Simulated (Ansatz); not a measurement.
Na2S (started from an entry of an open crystallographic database), relaxed with r2SCAN. It is cubic, Fm-3m (No. 225); a = 6.511 Å in the conventional setting, 23.00 Å³ an atom. Na has 4 S at 2.82 Å; S has 8 Na at 2.82 Å.

```cif
data_structure
_symmetry_space_group_name_H-M 'Fm-3m'
_symmetry_Int_Tables_number 225
_cell_length_a 6.5109
_cell_length_b 6.5109
_cell_length_c 6.5109
_cell_angle_alpha 90.000
_cell_angle_beta 90.000
_cell_angle_gamma 90.000
_cell_volume 276.00
loop_
_atom_site_label
_atom_site_type_symbol
_atom_site_symmetry_multiplicity
_atom_site_Wyckoff_symbol
_atom_site_fract_x
_atom_site_fract_y
_atom_site_fract_z
_atom_site_occupancy
Na1 Na 8 c 0.25000 0.75000 0.75000 1
S1 S 4 a 0.00000 0.00000 0.00000 1
```

4 runs of the plane-wave code Ansatz on this cell differ in the functional (and in the settings that go with it). Levels are in eV from each run's valence top; v1 is the last filled band, c1 the first empty one.

Run A, mean stress +0.2 GPa (compression positive):
```tsv
point	v2	v1	c1	c2
Γ	0.00	0.00	3.53	8.96
X	-0.51	-0.51	4.78	7.19
U	-1.00	-0.39	5.53	7.65
L	-0.15	-0.15	5.96	7.61
W	-1.10	-0.63	5.80	8.50
```

Run B, mean stress +0.1 GPa (compression positive):
```tsv
point	v2	v1	c1	c2
Γ	0.00	0.00	4.20	9.71
X	-0.52	-0.52	5.47	7.93
U	-1.03	-0.40	6.22	8.39
L	-0.16	-0.16	6.68	8.32
W	-1.13	-0.65	6.49	9.23
```

Run C, mean stress +0.8 GPa (compression positive):
```tsv
point	v2	v1	c1	c2
Γ	0.00	0.00	2.53	7.77
X	-0.46	-0.46	3.85	6.04
U	-0.94	-0.35	4.56	6.47
L	-0.13	-0.13	4.85	6.51
W	-1.03	-0.59	4.83	7.28
```

Run D, mean stress +1.8 GPa (compression positive):
```tsv
point	v2	v1	c1	c2
Γ	0.00	0.00	9.62	15.71
X	-0.65	-0.65	10.63	13.79
U	-1.21	-0.50	11.48	14.32
L	-0.19	-0.19	12.45	13.92
W	-1.32	-0.76	11.75	15.08
```

**Question.** Match the runs to PBE, HSE06, PBE0, Hartree-Fock.

**Answer.** A is HSE06, B is PBE0, C is PBE, D is Hartree-Fock. In order of the gap: PBE 2.53, HSE06 3.53, PBE0 4.20, Hartree-Fock 9.62 eV.

(Simulation; spin polarisation is off.)

The program warns that its thresholds are loose for a hybrid's stress.
